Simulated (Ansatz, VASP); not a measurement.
## AlN: VASP beside Ansatz

Contents of INCAR:

```
SYSTEM = AlN
PREC = Accurate
ENCUT = 520
EDIFF = 1E-6
ISMEAR = -1
SIGMA = 0.02
LREAL = .FALSE.
LASPH = .TRUE.
NELM = 60
ALGO = Normal
ISIF = 2
LWAVE = .FALSE.
LCHARG = .FALSE.
GGA = PE
NBANDS = 16
```

Contents of KPOINTS:

```
regular mesh
0
G
  11 11 6
  0 0 0
```

Contents of POSCAR:

```
AlN
1.0
    3.1110021516      0.0000000000      0.0000000000
   -1.5555010758      2.6942068945      0.0000000000
    0.0000000000      0.0000000000      5.0775600000
Al N
2 2
Direct
    0.3333333333      0.6666666667      0.0000000000
    0.6666666667      0.3333333333      0.5000000000
    0.3333333333      0.6666666667      0.3850000000
    0.6666666667      0.3333333333      0.8850000000
```

Input for Ansatz:

```yaml
crystal:
  lattice:
    - [3.1110021516, 0.0, 0.0]
    - [-1.5555010758, 2.6942068945, 0.0]
    - [0.0, 0.0, 5.07756]
  atoms:
    - { symbol: Al, position: [0.3333333333, 0.6666666667, 0.0] }
    - { symbol: Al, position: [0.6666666667, 0.3333333333, 0.5] }
    - { symbol: "N", position: [0.3333333333, 0.6666666667, 0.385] }
    - { symbol: "N", position: [0.6666666667, 0.3333333333, 0.885] }
kpoints:
  mp_grid: { grid: [11, 11, 6] }
  band_path:
    path:
      - [0.0, 0.0, 0.0]
      - [0.5, 0.0, 0.0]
      - [0.3333333333, 0.3333333333, 0.0]
      - [0.0, 0.0, 0.0]
      - [0.0, 0.0, 0.5]
      - [0.5, 0.0, 0.5]
      - [0.3333333333, 0.3333333333, 0.5]
      - [0.0, 0.0, 0.5]
      - [0.5, 0.0, 0.5]
    npoints: 5
scf:
  occupations: { method: fermi_dirac, width: 0.02 }
hamiltonian:
  xc: pbe
  pseudopotentials: { kind: all_electron, lapw: { basis_error: 0.001 } }
output:
  forces: true
  stress: true
  eigenvalues: true
```

Change from the starting cell: zz strain of +2 %.

Alike in both runs: task single point; functional PBE; k mesh 11 × 11 × 6; occupations fermi-dirac, width 0.02 eV; no spin polarisation.

|  | VASP | Ansatz |
| --- | --- | --- |
| version | VASP 6.6.1 | Ansatz 0.2.0 |
| potentials or method | VASP PAW PBE potentials, release 64 (Al, N) | all-electron LAPW, scalar-relativistic |
| plane-wave cutoff (eV) | 520 | see its input |

Ansatz gave:

- gap on the k mesh at the Fermi level (eV): 4.03
- pressure (GPa): 0.4
- largest component of the traceless stress (GPa): 5.69
- rms of the force components (eV/Å): 0.209

Problem. Which values does VASP return?

Solution. gap on the k mesh at the Fermi level (eV): 4.03; pressure (GPa): 0.2; largest component of the traceless stress (GPa): 5.71; rms of the force components (eV/Å): 0.210.

Atom by atom the forces differ by 0.001 eV/Å (rms over components). Ansatz ran all-electron here, so the differences hold the error of VASP's frozen core and of both bases.

Caveats: an odd mesh through Γ misses points on the zone boundary, where band edges often lie.
